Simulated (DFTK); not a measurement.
Al2O3 (Corundum):

```
Al O
1.0
     2.38025    1.37424    4.33187
    -2.38025    1.37424    4.33187
     0.00000   -2.74848    4.33187
Al O
4 6
Direct
  0.85216 0.85216 0.85216
  0.64784 0.64784 0.64784
  0.14784 0.14784 0.14784
  0.35216 0.35216 0.35216
  0.05668 0.75000 0.44332
  0.75000 0.44332 0.05668
  0.44332 0.05668 0.75000
  0.94332 0.25000 0.55668
  0.25000 0.55668 0.94332
  0.55668 0.94332 0.25000
```

Base run:

| Quantity | Value |
| --- | --- |
| Program | DFTK 0.8.2 |
| Functional | PBEsol |
| Potentials or basis | dojo.nc.sr.pbesol.v0_4_1.standard.upf (PBEsol) |
| Cutoff | 1143 eV |
| k mesh | 4 × 4 × 4 |
| Occupations | fermi-dirac, width 0.05 eV |
| Spin | no spin polarisation |

Its results: band gap on the k mesh 6.16 eV, direct; pressure 0.8 GPa; largest force 0.108 eV/Å.

Question: After a change of settings the same cell gave: band gap on the k mesh 6.21 eV, direct; pressure -7.3 GPa; largest force 0.134 eV/Å. Which change was it?
A. functional from PBEsol to LDA; potentials or basis from dojo.nc.sr.pbesol.v0_4_1.standard.upf (PBEsol) to dojo.nc.sr.lda.v0_4_1.standard.upf (LDA)
B. functional from PBEsol to PBE; potentials or basis from dojo.nc.sr.pbesol.v0_4_1.standard.upf (PBEsol) to dojo.nc.sr.pbe.v0_4_1.standard.upf (PBE)
C. k mesh from 4 × 4 × 4 to 7 × 7 × 7

Answer: A.

Not every run made on this cell is shown here.
